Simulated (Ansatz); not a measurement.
**Rh under changes of volume**

One of the cells (14.302 Å³/atom); the others are scaled copies at fixed shape and fractional positions:

```
Rh
1.0
     2.73098    0.00000    0.00000
    -1.36549    2.36510    0.00000
     0.00000    0.00000    4.42849
Rh
2
Direct
  0.33333 0.66667 0.25000
  0.66667 0.33333 0.75000
```

This isn't the form of Rh at room conditions, which is fcc.

* Program: Ansatz 0.2.0
* Functional: PBEsol
* Potentials or basis: Ansatz PAW earlier set
* Cutoff: 540 eV (not typed: the program's choice for these potentials)
* k mesh: 11 × 11 × 6
* Occupations: fermi-dirac, width 0.05 eV
* Spin: no spin polarisation

```csv
volume (Å³/atom),energy over the lowest point (meV/atom),pressure (GPa)
13.444,0.00,2.5
13.730,1.31,-3.6
14.016,12.83,-8.9
14.302,33.32,-13.6
14.588,61.66,-17.8
14.874,96.90,-21.4
15.160,?,?
```

Problem. What does the run at 15.160 Å³/atom give?

Solution. Energy over the lowest point 138.15 meV/atom; pressure -24.5 GPa.

Worked out: A Birch-Murnaghan fit of order 3 (a polynomial in V^(-2/3)) to the other rows has its minimum at 13.55 Å³/atom with B0 = V·E''(V) = 294 GPa and B' = 5.2 at fixed shape and positions, which overstates the stiffness. It gives 138.17 meV/atom at 15.160 Å³/atom, against the run's 138.15, and -dE/dV = -24.7 GPa, against -24.5.

Energies are extrapolated to zero smearing.

Caveats: the PAW data sets come from PBE, with cores solved anew for the run's functional, which leaves a small shift of forces and pressure.
